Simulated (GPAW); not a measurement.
Runs of GPAW 26.7.0 on CsPbCl3. It takes space group Pm-3m (No. 221, cubic). The conventional cell has a = 5.605 Å, b = 5.605 Å, c = 5.605 Å, α = 90.00°, β = 90.00°, γ = 90.00°. Pb (site symmetry m-3m) is surrounded by 6 Cl at 2.80 Å. Cs (site symmetry m-3m) is surrounded by 12 Cl at 3.96 Å. Cl (site symmetry 4/mmm) is surrounded by 2 Pb at 2.80 Å. 

```csv
level,gap on the mesh (eV),pressure (GPa),relaxed volume (Å³/atom)
RPBE+D4,3.14,0.0,37.57
RPBE+D3(BJ),2.67,0.0,31.27
RPBE+D3(BJ)+ATM,(b),0.0,(c)
RPBE,3.24,0.0,(a)
RPBE+D3,3.14,0.0,37.59
```

Alike in all rows: task relaxation of cell and atoms; potentials or basis the program's PAW data sets (release 1.2.1) made for this functional, pw; no spin polarisation; cell relaxed; k mesh 5 × 5 × 5; cutoff (eV) 600; smearing fermi-dirac 0.05 eV.

**Question.** Estimate the missing entries.

**Answer.** (a) 39.89; (b) 2.68; (c) 31.39.

Caveats: later steps reuse the first step's grids; spin-orbit coupling is left out, which as a rule narrows the gap of such compounds by several tenths of an eV; an odd mesh through Γ misses points on the zone boundary, where band edges often lie.

A k mesh can miss the band edges, and the runs leave out spin-orbit coupling on Cs, Pb.
